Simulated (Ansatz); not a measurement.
The system is MnS.

```
CELL_PARAMETERS angstrom
0.00000 2.60450 2.60450
2.60450 0.00000 2.60450
2.60450 2.60450 0.00000
ATOMIC_POSITIONS crystal
Mn 0.00000 0.00000 0.00000
S 0.50000 0.50000 0.50000
```

Base run:

- Program: Ansatz 0.2.0
- Functional: revPBE
- Potentials or basis: Ansatz PAW
- Cutoff: 420 eV
- Density cutoff: 1680 eV
- k mesh: 9 × 9 × 9
- Occupations: fermi-dirac, width 0.05 eV
- Spin: collinear spin, ferromagnetic start
- Starting moments: [4.0, 0.0] μB

Its results: band gap on the k mesh none (metal or under the smearing width); pressure -0.3 GPa; net moment 4.75 μB per cell; site moments Mn +4.25; S +0.15 μB.

Task: The run is repeated on the same cell with these changes: functional from revPBE to PBEsol. What comes out?

Result: Band gap on the k mesh none (metal or under the smearing width); pressure -7.3 GPa; net moment 4.68 μB per cell; site moments Mn +4.18; S +0.14 μB.

PBEsol binds more tightly than revPBE, so the same cell stands under less pressure.

Caveats: a cell with one magnetic atom can't hold antiferromagnetic order, which such compounds often take; semilocal functionals often make such compounds metallic where correlation or magnetic order opens a gap, which also shifts bond lengths; the PAW data sets come from PBE, with cores solved anew for the run's functional, which leaves a small shift of forces and pressure; the potentials were made for another functional, which shifts forces and pressure (some runs).

Not every run made on this cell is shown here.
